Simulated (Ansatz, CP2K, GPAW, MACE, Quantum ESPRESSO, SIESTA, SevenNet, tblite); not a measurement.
# How far do other methods lie from plane waves? Generalised stacking fault on (110) of BePd (80 atoms)

One geometry of generalised stacking fault on (110) of BePd (80 atoms) is solved by several programs and methods. How far do their forces lie from a plane-wave PBE run?

Results are calculated, not measured.

In doubt: a PseudoDojo file used here is known to give poor structures and forces (SIESTA), which bears on pressures, cells, forces and phonons.

### 1. The structure

The cell holds 80 atoms (40 Be and 40 Pd), with edges of 5.63, 7.96 and 19.89 Å. Recipe: CsCl-type BePd (a = 2.813 Å), cell with z along [110], 2 x 2 x 5 periods; the third cell vector is tilted by 0.083 of [001] and lengthened by 0 Å, so the cell holds one fault; displaced by a Gaussian of 0.01 Å. Then every atom was moved at random, 0.02 Å r.m.s. a Cartesian component. The density is 8.61 g/cm³.

### 2. The reference input

Quantum ESPRESSO 7.5: Kohn-Sham DFT, PBE, SSSP efficiency 1.3.0 pseudopotentials, plane waves. Its input, pw.in:

```
&control
  calculation = 'scf'
  pseudo_dir = './pseudo'
  outdir = './tmp'
  disk_io = 'none'
  tprnfor = .true.
  tstress = .true.
/
&system
  ibrav = 0
  nat = 80
  ntyp = 2
  ecutwfc = 45
  ecutrho = 360
  nosym = .true.
  occupations = 'smearing'
  smearing = 'fd'
  degauss = 0.003675
/
&electrons
  conv_thr = 4.0e-07
  electron_maxstep = 100
  mixing_beta = 0.2
  mixing_mode = 'local-TF'
  diagonalization = 'david'
/
ATOMIC_SPECIES
Be 9.012 Be.upf
Pd 106.420 Pd.upf
CELL_PARAMETERS angstrom
5.62600 0.00000 0.00000
0.00000 7.95637 0.00000
0.23444 0.00000 19.89091
ATOMIC_POSITIONS crystal
Be 0.96378 0.00161 0.99818
Pd 0.24597 0.00016 0.09984
Be 0.45305 0.99344 0.00007
Pd 0.74901 0.00124 0.09809
[... 74 atom lines left out ...]
Be 0.46024 0.75031 0.89944
Pd 0.71334 0.75007 0.99815
K_POINTS gamma
```

```console
$ OMP_NUM_THREADS=1 mpirun -np 4 pw.x -in pw.in > output.txt
```

Elapsed: 2.2 min, on 4 MPI ranks of Arm Neoverse V1, shared host; peak memory 2.2 GiB; 8.7 min of CPU time.

It converged with an r.m.s. force component of 0.20 eV/Å and a pressure of 5.9 GPa.

### 3. The other programs

- CP2K 2026.2: Gaussian basis with GTH pseudopotentials and a plane-wave density; labels give functional, basis (MOLOPT sets; SR short-range, UZH the newer set with its own potentials), grid cutoff/relative cutoff and solver (OT: orbital transformation; TRS4, TC2, SIGN: linear-scaling purification with its sparsity filter), or its built-in tight binding.
- MACE: machine-learned potential, published weights.
- Quantum ESPRESSO 7.5: plane waves; labels (QE) give functional, pseudopotential set and cutoffs of waves/density.
- SIESTA 5.4.2: numerical atomic orbitals, whose automatically made sets are far from complete, with PseudoDojo norm-conserving potentials that we converted to its format (checked against plane waves on the same files for H, C, O, Si, Ge and Ca alone); labels give functional, basis size, energy shift and mesh cutoff.
- SevenNet: machine-learned potential, published weights.
- tblite 0.8.0: extended tight binding, driven from Python.

All use the same cell and atoms, and the electronic-structure runs the same k-mesh.

### 4. All runs compared

Differences are against the reference: forces as r.m.s. over components, share as that over the reference's r.m.s. force, slope as the fitted ratio of a run's forces to the reference's.

```csv
run,"Δ force, r.m.s. (meV/Å)",share (%),slope,Δ pressure (GPa),cores,CPU time,memory (GiB)
reference,-,-,-,-,4,8.7 min,2.2
"CP2K PBE, DZVP-MOLOPT-SR, 600/50 Ry, diagonalisation",16.6,8.24,1.053,1.81,4,10 min,4.7
"CP2K PBE, DZVP-MOLOPT-SR, 840/50 Ry, diagonalisation",13.9,6.87,1.052,1.79,4,12 min,6.3
MACE MP-0b2 small potential,87.1,43.1,0.840,-2.60,1,7.7 s,0.68
MACE MPA-0 medium potential,90.0,44.6,0.959,-1.97,1,9.2 s,1.0
"QE PBE, sssp-1.3.0-efficiency, 45/360 Ry, cg",0.286,0.142,1.000,-0.018,4,38 min,2.0
"SIESTA PBE, DZ, shift 0.01 Ry, mesh 300 Ry (coarse)",170,84.2,1.114,10.2,2,2.6 min,0.85
"SIESTA PBE, SZ, shift 0.01 Ry, mesh 300 Ry (coarse)",219,109,1.493,56.7,1,76 s,0.55
SevenNet l3i5 potential,76.6,37.9,0.734,-2.05,1,13 s,1.9
tblite GFN1-xTB,64.2,31.8,0.791,14.3,1,8.6 s,0.13
```

Rows marked coarse were listed beforehand as settings not expected to be converged; some can still land near the reference.

Times of the machine-learned potentials are mostly Python's start and the loading of weights.

Runs without a result: SIESTA PBE, DZP, shift 0.01 Ry, mesh 300 Ry (stopped at the start); CP2K GFN1-xTB, diagonalisation (not converged); GPAW PBE, LCAO dzp, h 0.2 Å (cut off at its time limit); CP2K PBE, SZV-MOLOPT-SR, 600/50 Ry, diagonalisation (stopped at the start); GPAW revPBE, LCAO dzp, h 0.2 Å (cut off at its time limit); GPAW PBE, LCAO dzp, h 0.16 Å (cut off at its time limit); SIESTA revPBE, PBE potentials, DZP, shift 0.01 Ry, mesh 300 Ry (stopped at the start); GPAW PBE, LCAO dzp, h 0.2 Å, other mixer settings (cut off at its time limit); GPAW PBE, LCAO szp(dzp), h 0.2 Å (cut off at its time limit); SIESTA PBE, DZP, shift 0.01 Ry, mesh 200 Ry (stopped at the start).

CPU time is summed over cores on shared hosts, so it is rough.

### 5. What came out

Forces lie from 0.14 % (QE PBE, sssp-1.3.0-efficiency, 45/360 Ry, cg) to 109 % (SIESTA PBE, SZ, shift 0.01 Ry, mesh 300 Ry, coarse) of the reference's r.m.s. force of 0.20 eV/Å away from it. Other PBE runs on plane waves or a grid: QE PBE, sssp-1.3.0-efficiency, 45/360 Ry, cg 0.14 % of the r.m.s. force; the reference has errors of its own, so differences under a few per cent don't tell which side is nearer the exact PBE result. The PBE runs in local orbitals, coarse settings apart, differ by 6.9 % (CP2K PBE, DZVP-MOLOPT-SR, 840/50 Ry, diagonalisation) to 8.2 % (CP2K PBE, DZVP-MOLOPT-SR, 600/50 Ry, diagonalisation); basis, grid and potentials can all enter. Tight binding differs by 32 % (tblite GFN1-xTB); it is another model, with fitted parameters of its own, and the xTB methods hold dispersion.

Machine-learned potentials differ by 38 % (SevenNet l3i5 potential) to 45 % (MACE MPA-0 medium potential); they were trained on other programs' data. Among those trained on PBE data the slope goes as low as 0.73. Runs with settings chosen to be coarse differ by 84 % (SIESTA PBE, DZ, shift 0.01 Ry, mesh 300 Ry) to 109 % (SIESTA PBE, SZ, shift 0.01 Ry, mesh 300 Ry), their programs' other errors included. From CP2K PBE, DZVP-MOLOPT-SR, 600/50 Ry, diagonalisation to the finer CP2K PBE, DZVP-MOLOPT-SR, 840/50 Ry, diagonalisation the share falls from 8.2 to 6.9 %. Pressures at PBE, coarse settings apart, lie -0.02 to +1.81 GPa from the reference's. A pressure off by over 25 GPa (SIESTA PBE, SZ, shift 0.01 Ry, mesh 300 Ry) is no usable stress for this cell.

**Limits.** Periodic xTB results under one method name differ between programs and library versions. The reference's pressure holds the uncorrected Pulay stress of its 45 Ry basis, so small pressure differences may be the reference's own error. A potential file of the SIESTA runs is in doubt, which bears on their forces and pressure. Machine-learned potentials mimic data converged in k, so the reference's own k-point error enters their differences. The cell is under 6 Å thick along one periodic direction, so every atom has periodic images of itself close by, which move with it. The reference's stress is far from hydrostatic: its diagonal is 15.3, 0.3, 2.1 GPa, compression counted positive. The host structure and its lattice constant were typed by rule, without a check against the phase diagram. The electronic-structure runs sample only Γ, in a cell whose shortest periodic width is 6 Å, which is coarse for a cell with partly filled levels. The reference's pressure of 5.9 GPa reflects the volume that the recipe set, positions that aren't this level's minimum and the coarse k-sampling. Spin–orbit coupling is left out. Where levels are smeared, the DFT runs use Fermi–Dirac occupations at 580 K (0.05 eV), and energies are free energies. The atoms were displaced at random, and shares hang on the size of the forces that this gives. The reference's cutoffs and mesh weren't converged further here.

[Logs are printed without paths, hosts, clocks, repeated set-up lines and the standing remarks that a program may print on its own settings, such as how far it seeks lower states.]

[Hosts, paths, dates, database ids (printed as entryN), source tags and the programs' standing remarks are cut or masked in the printed files.]

[Cells were taken only where this reference lay near another plane-wave run.]
